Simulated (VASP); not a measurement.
Here is a VASP 6.6.1 calculation.

The input INCAR:

```
SYSTEM = BN
  PREC = Accurate
  ENCUT = 600
  EDIFF = 1E-6
  ISMEAR = 0
  SIGMA = 0.02
  LREAL = .False.
  LASPH = .True.
  NELM = 100
  ALGO = Normal
  ISIF = 3
  LWAVE = .False.
  LCHARG = .False.
  GGA = PE
  IBRION = 2
  NSW = 70
  EDIFFG = -0.005
```

KPOINTS

```
regular mesh
0
Gamma
  12 12 12
  0 0 0
```

The input POSCAR:

```
BN
1.0
    0.0000000000      3.3394821895      2.1688319106
    1.2538424675      0.0000000000      2.1688319106
    1.2538424675      3.3394821895      0.0000000000
B N
1 1
Direct
    0.0001068737      0.0001068737      0.9998931263
    0.6665931163      0.6665931163      0.3334068837
```

Potentials or basis: VASP PAW PBE potentials, release 64 (B, N).

Run with:

```bash
$ cat potpaw_PBE.64/B/POTCAR potpaw_PBE.64/N/POTCAR > POTCAR
$ mpirun -np 1 vasp_std > vasp.out
```

Q: Estimate the space group after relaxing (to 0.05 Å).

A: Fmm2 (No. 42).

Q: Estimate the relaxed cell.

A: a = 4.421 Å, b = 2.512 Å, c = 4.049 Å, α = 81.07°, β = 34.14°, γ = 64.79°.

Q: Predict the relaxed volume.

A: 10.52 Å³/atom.

Q: Predict the band gap on the k mesh.

A: 4.16 eV, indirect (least direct gap 4.56 eV).

Final structure:
```
B N
1.0
     0.00000    3.84947    2.17509
     1.25631    0.00000    2.17509
     1.25631    3.84947    0.00000
B N
1 1
Direct
  0.00004 0.00004 0.99996
  0.66666 0.66666 0.33334
```

Caveat: the volume moved by over 15 % at a fixed basis, so the end points are rough. A k mesh can miss the band edges.
